Q: I work with strained SrTiO₃ and want to know how the tetragonal cell changes shape when it is stretched. Can I read that from this table?

Ansatz 0.2.0 calculations for SrTiO₃ (I4/mcm, 10-atom cell) with PBE, PAW, a plane-wave cutoff of 420 eV, an 8×8×8 k mesh and Gaussian smearing of 0.02 eV. At each fixed volume, the cell shape and atoms were relaxed with the symmetry kept, to a force tolerance of 0.01 eV/Å. c/a refers to the conventional cell; positive pressure means compression.

```
volume (relaxed cell) (Å³/atom)  c/a (relaxed cell)  shortest distance (relaxed cell) (Å)  energy over elements (eV/atom)  geometry scf runs  pressure (GPa)
                         10.718              1.4379                                 1.895                          -3.025                  5          28.000
                         11.084              1.4323                                 1.915                          -3.079                  6          19.250
                         11.449              1.4277                                 1.934                          -3.114                  5          11.790
                         11.815              1.4238                                 1.953                          -3.134                  6           5.430
                         12.545              1.4189                                 1.990                          -3.134                  4          -4.660
                         12.911              1.4173                                 2.008                          -3.119                  4          -8.620
                         13.398              1.4173                                 2.032                          -3.086                  2         -13.070
```

A: For most of the range, yes, if you mean a crystal whose volume grows while its shape stays free. A film clamped to a substrate is a different case. In this cell setting a cubic crystal has c/a equal to $\sqrt2$, about 1.414, so anything above that measures the tetragonal distortion. The distortion shrinks as the volume grows, up to 12.911 Å³/atom.

Q: And then it stops. The last two rows both give 1.4173. Has the distortion reached its floor?

A: A natural floor would be the cubic shape, and 1.4173 still lies above it. The repeated value has a simpler origin: the last calculation ended almost where it began. Its largest starting force component was 0.0097 eV/Å, already below the tolerance of 0.01 eV/Å. Force is not the whole test, since other runs went on after passing that limit; the stress was probably judged as well. Here the start evidently passed everything, and the run was declared finished before the atoms had really moved.

Q: But why would it begin with its neighbour's shape?

A: The starts seem to have been handed from one volume to the next. The first row began with a c/a of 1.432, which is the relaxed value of the row after it. The last row fits the same pattern on the stretched side. For the rows between, this is an inference from how far they moved.

Q: Could I have spotted the problem without knowing that?

A: Yes, from three signs. One is in the table: the geometry count is 2 in the last row and at least 4 in the others. The other two are in the record of each run. The last force is practically the first force, whereas every other run reduced it several times over. And although the cell was free to change shape, the stress along c still differs from that along a by 0.12 GPa, in the sense that asks for a shorter c.

The stress also shows that the fault does not begin suddenly. The other two expanded rows have the same kind of imbalance, and at 12.911 Å³/atom it already reaches 0.10 GPa. Their shapes probably lag a little too, although their forces passed the test comfortably.

Q: A force below 0.01 eV/Å sounds tiny. Why does it matter here?

A: Because a force does not tell you a distance until you know the stiffness. Near a minimum, the remaining displacement is the force divided by the spring constant. For a stiff bond a small force means a negligible error. For a very soft motion the same force can hide a large one.

The soft motion here is the rotation of the TiO₆ octahedra about the c axis. It is the only movement of atoms within the cell that the kept symmetry allows, so the whole leftover force acts on it. Ti–O bonds resist shortening, so when the crystal is squeezed the Ti–O–Ti chains buckle and the octahedra turn. Stretching lets the chains straighten again. The rotation, worked out from the cell and the Ti–O distance, falls from 8.4° in the most compressed row to 3.5° at 12.911 Å³/atom.

Q: Why should a smaller rotation also be a softer one?

A: Picture the energy as a function of the rotation $q$, with two equal valleys for turning left or right:

$$E=-\tfrac12Aq^2+\tfrac14Bq^4$$

Here $A$ measures the drive to rotate and $B$ the resistance at large angles. The valleys lie at $q^2=A/B$, and the curvature at their bottom is $2A=2Bq^2$. As stretching weakens the drive, the valleys move together and become flatter. In the limit where the rotation just vanishes, the curvature vanishes too, and a fixed force tolerance gives its poorest control over the angle.

Q: Do the numbers show that softening, or is it only theory?

A: They support it through the energy that each run gained while relaxing. Four oxygens move in the cell, each with two equal force components $f$, and each component shifts by $u$. For a spring the energy gained is half of force times distance, summed over these eight components, which makes $4fu$.

Take the row at 12.911 Å³/atom, with a gain of 1.1 meV per cell and a starting $f$ of 0.0106 eV/Å. Then

$$u=\frac{0.0011\ \text{eV}}{4\times0.0106\ \text{eV/Å}}\approx0.026\ \text{Å}.$$

The sideways shift of an oxygen is $\sqrt2\,u$, or 0.037 Å. Divided by the Ti–O distance of 2.008 Å, this is a turn of about 1.0°.

The geometries of this row and the one before it, at 12.545 Å³/atom, differ by 0.8°, which agrees within the rounding of the distances. No constant was adjusted for this estimate. It does treat the valley as a perfect spring and credits the whole energy gain to rotation, although the cell shape relaxed as well.

Q: So how large an error does the tolerance allow?

A: By this estimate, about 0.3° in the most compressed row and 1.0° at 12.911 Å³/atom. On these estimates the rotation has become roughly three times softer. For the valley bottoms the two-valley formula predicts nearer six, from the square of the ratio of the relaxed angles.

The two figures need not conflict. In that formula, the force squared divided by the energy gained depends on the angle where a run starts, not where it ends. If the two runs began with their neighbours' angles, 7.6° and 4.3°, the formula also gives about three, provided $B$ stays the same.

Q: What should the last row have looked like?

A: If it is as soft as its neighbour, its leftover force corresponds to about 1° of rotation still to be lost. Starting from the neighbour's 3.5°, it would have ended near 2.5°, or lower if the motion is softer still, as the two-valley picture suggests. A straight line of rotation against volume through the six rows that did relax gives 2.3°. The table's own geometry gives 3.0°, but rounding leaves that uncertain by about 0.3°. The neighbour's 3.5° is itself uncertain by about 0.2°, so the two rows can just share one angle, near 3.3°, as they should if the atoms hardly moved.

For c/a, two simple continuations of the trend both give about 1.416 instead of 1.4173. These are extrapolations from rows whose own shapes may lag a little, and only a tighter calculation can settle the value. The analysis printed below gives the details.

Q: Then is the energy in that row wrong as well?

A: Hardly. At the bottom of a valley the energy changes with the square of the displacement, so a visible error in shape costs very little. I estimate a missed gain of 0.09 meV/atom, while the energy rises by 33 meV/atom between the last two rows. The pressure is also fairly safe: relaxing the neighbouring row changed it by only 0.06 GPa. That is why a smooth energy curve gives no warning about the shape.

Q: What would you change before using the stretched cells?

A: I would tighten the force tolerance to about 0.001 eV/Å, which on the spring estimate brings the angular error near 0.1°, and require the stress to be even. Starting once from a larger and once from a smaller rotation would then test the result, since both runs should meet. The smaller rotation must not be zero, because midway between the two valleys the force vanishes and the run would stay there. Some limits would remain. The symmetry kept here forbids titanium from moving off centre, which stretching is known to encourage in SrTiO₃. Even a well-relaxed cell might therefore not be the lowest in energy. PBE also tends to overstate the rotation in SrTiO₃, and the calculation contains no temperature, whereas the unstrained crystal is cubic at room temperature. So take the trend from such a table rather than the size of the distortion.

Output of the analysis:

```
State of each relaxation:
     row  rotation (deg)  rounding of rotation (deg)  first force (eV/A)  last force (eV/A)  energy gained (meV/cell)  stress along c less along a (GPa)
  10.718           8.399                      0.1024             0.02809           0.000155                       2.5                            -0.0086
  11.084           7.585                      0.1123             0.02236           0.000381                         2                            0.03489
  11.449           6.668                      0.1267             0.01755           0.000321                       1.6                            0.03001
  11.815           5.817                       0.144             0.01331           0.000205                       1.2                            0.02798
  12.545           4.284                      0.1922             0.01216           0.001608                       1.1                           -0.05662
  12.911           3.475                      0.2349             0.01061           0.001566                       1.1                            -0.1009
  13.398           3.009                      0.2682            0.009741           0.009727                         0                            -0.1247
fit of rot on 6 rows (gain > 0): constant 32.41 +/- 0.38, coefficient of vol -2.244 +/- 0.032; rms 0.0494, worst 11.815 0.0831, leave-one-out rms 0.0701
  rows outside the fit (model, value, miss): 13.398 2.348, 3.009, -0.661
fit of lx on 6 rows (gain > 0): constant 5.98 +/- 0.36, coefficient of vol -0.9332 +/- 0.031; rms 0.0477, worst 10.718 0.0672, leave-one-out rms 0.0825
  rows outside the fit (model, value, miss): 13.398 -6.523, -6.127, -0.396
c/a of the printed start of the first row: 1.432
length of the leftover force vector on an oxygen in the last row (eV/A): 0.01376
rotation gained from 11.815 to 10.718, from the geometry (deg): 2.581
same, from forces and energy gains (deg): 2.853
rotation lost from 12.545 to 12.911, from the geometry (deg): 0.8088
same, from force and energy gain (deg): 1.046
angle error that 0.01 eV/A permits at 10.718 (deg): 0.3386
angle error that 0.01 eV/A permits at 12.911 (deg): 0.9865
stiffness of the rotation at 10.718 over that at 12.911: 3.088
estimated angle error of the last row with the stiffness of 12.911 (deg): 0.9596
estimated energy missed in the last row (meV/atom): 0.09252
energy rise from 12.911 to 13.398 (meV/atom): 33
pressure change on relaxing at 12.911, start typed from the outputs (GPa): 0.06333
c/a expected in the last row from the exponential trend: 1.416
c/a expected in the last row if its excess follows the rotation squared: 1.416
rough excess of c/a in the last row from uneven stress, recalled elastic constant 220 GPa: 0.0008037
```
